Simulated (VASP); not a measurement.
# BN: restarted molecular dynamics, 2 variants

BN, F-43m (no. 216), 8 atoms in the cell. PBE, molecular dynamics; PAW potentials N, B (PBE set).

| Restart from | Temperature at the end (K) | The same without a restart (K) | Potential energy at the end (eV/atom) | The same without a restart (eV/atom) | Electronic steps in the first step after the restart | Time (s) |
|---|---|---|---|---|---|---|
| CONTCAR with velocities, WAVECAR read | 543.0 | 543.0 | -8.60319 | -8.60319 | 4 | 90 |
| CONTCAR with velocities, no WAVECAR | 543.0 | 543.0 | -8.60319 | -8.60319 | 14 | 91 |

Limits: 60 fs of 8 atoms are too short for converged averages; the cell is only 3.6 Å across, so each atom moves in step with near copies of itself.

## Input of the first row

INCAR.step1:
```
ALGO     = Normal         # electronic algorithm
ANDERSEN_PROB= 0.0          
EDIFF    = 1E-6           # SCF threshold, eV
ENCUT    = 400            # plane-wave cutoff, eV
GGA      = PE             # functional
IBRION   = 0              # ionic algorithm
ISIF     = 2              # what is computed and relaxed
ISMEAR   = 0              # smearing method
ISYM     = 0            
KPAR     = 2            
LASPH    = T              # aspherical terms in the spheres
LCHARG   = F              # write CHGCAR
LREAL    = Auto         
LWAVE    = T              # write WAVECAR
MDALGO   = 1            
NELM     = 60             # most SCF steps
NELMIN   = 4            
NSW      = 30             # ionic steps
POTIM    = 1.0            # step
PREC     = Normal         # precision mode
RANDOM_SEED= 169544 0 0   
SIGMA    = 0.05           # smearing width, eV
TEBEG    = 1600          
```

INCAR.step2, as INCAR.step1 but for:
```
- LWAVE = T
+ LWAVE = F
```

KPOINTS:
```
k-points
0
Gamma
  3 3 3
```

POSCAR.step1:
```
BN
1.0
    3.6260020000      0.0000000000      0.0000000000
    0.0000000000      3.6260020000      0.0000000000
    0.0000000000      0.0000000000      3.6260020000
N B
4 4
Direct
    0.2500000000      0.2500000000      0.7500000000
    0.2500000000      0.7500000000      0.2500000000
    0.7500000000      0.2500000000      0.2500000000
    0.7500000000      0.7500000000      0.7500000000
    0.0000000000      0.0000000000      0.0000000000
    0.0000000000      0.5000000000      0.5000000000
    0.5000000000      0.0000000000      0.5000000000
    0.5000000000      0.5000000000      0.0000000000
```

Commands (each step's output is kept before the next begins):
```
cat potpaw_PBE.64/N/POTCAR potpaw_PBE.64/B/POTCAR > POTCAR
cp INCAR.step1 INCAR
cp POSCAR.step1 POSCAR
mpirun -np 2 vasp_std > vasp.out
cp CONTCAR POSCAR
cp INCAR.step2 INCAR
mpirun -np 2 vasp_std > vasp.out
```

Changes of the last row against the first:
```
(step 1)
- LWAVE = True
+ LWAVE = False
```

VASP 6.6.1 took 90 s on 2 cores (Intel Xeon Platinum 8488C (Sapphire Rapids)), a shared host.
